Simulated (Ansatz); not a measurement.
TiO2 in the fluorite structure, relaxed with r2SCAN: space group Fm-3m (No. 225), cubic; conventional cell a = 4.794 Å, 9.18 Å³ an atom. Around Ti lie 8 O at 2.08 Å; around O lie 4 Ti at 2.08 Å. One-shot G0W0@PBE in the PAW code Ansatz on a 4×4×4 mesh (contour deformation, no spin-orbit coupling), from a PBE gap of 1.141 eV over the mesh points (the G0W0 gap is indirect on the mesh); the number N of bands summed and the screening cutoff rise together. Simulation only: spin-unpolarised, and no claim that this is the phase found in nature.

| N | cutoff (eV) | 1000/N | G0W0 gap (eV) |
| --- | --- | --- | --- |
| 56 | 80 | 17.857 | 2.209 |
| 115 | 140 | 8.696 | 2.248 |

Lay a straight line in 1000/N through these rows.
The slope is -0.0043 eV per unit of 1000/N and the intercept 2.285 eV.

Predict the gap at N = 202 (210 eV).
2.285 + (-0.0043) × 4.950 = 2.264 eV; the run gives 2.330 eV, +0.066 eV from the line.

With that run's result added, what limit do the last two rows suggest?
Their slope is (2.330 − 2.248)/(4.950 − 8.696) = -0.0219, which meets 1/N = 0 at 2.44 eV, against 2.285 eV from the first line. The slope steepens, so 1/N isn't yet asymptotic and the true limit probably lies higher still; the k mesh isn't extrapolated.
